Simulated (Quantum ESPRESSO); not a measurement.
Crystal: Al.

```
Al
1.0
    -1.59122    1.59122    1.59122
     1.59122   -1.59122    1.59122
     1.59122    1.59122   -1.59122
Al
1
Direct
  0.00000 0.00000 0.00000
```

This isn't the form of Al at room conditions, which is fcc.

```yaml
Program: Quantum ESPRESSO 7.5
Task: energy-loss spectrum
Functional: PBEsol
Potentials_or_basis: PseudoDojo 0.4.1 SR PBEsol standard
Cutoff: 544 eV
Density_cutoff: 2177 eV
k_mesh: 12 × 12 × 12, shifted
Occupations: cold, width 0.2 eV
Spin: no spin polarisation
Iterations: 300
Mixing_beta: 0.5
Most_SCF_iterations: 120
SCF_threshold: 2e-10 Ry
```

Loss function by the Lanczos method: adiabatic TDDFT, q = (0.000, 0.000, 0.750) Å⁻¹, 300 iterations, broadening 0.41 eV, up to 40 eV.

Problem. Where does the loss function peak?

Solution. The main peak lies at 16.8 eV with height 10.94.

Energy-loss function at q = [0.0, 0.0, 0.75] (Å⁻¹, cartesian):
| energy (eV) | loss |
| --- | --- |
| 0.0 | 0.000 |
| 1.8 | 0.017 |
| 3.4 | 0.050 |
| 5.2 | 0.087 |
| 7.0 | 0.150 |
| 8.6 | 0.230 |
| 10.4 | 0.194 |
| 12.2 | 0.209 |
| 13.8 | 0.413 |
| 15.6 | 2.126 |
| 17.4 | 5.906 |
| 19.0 | 0.833 |
| 20.8 | 0.258 |
| 22.4 | 0.138 |
| 24.2 | 0.092 |
| 26.0 | 0.071 |
| 27.6 | 0.056 |
| 29.4 | 0.041 |
| 31.2 | 0.030 |
| 32.8 | 0.025 |
| 34.6 | 0.026 |
| 36.4 | 0.027 |
| 38.0 | 0.023 |
| 39.8 | 0.018 |

Spectra converge slowly with the k mesh, and this one (12 × 12 × 12) leaves small humps uncertain. From two thirds of the Lanczos chain to all of it the curve moves by up to 6 % of its peak.
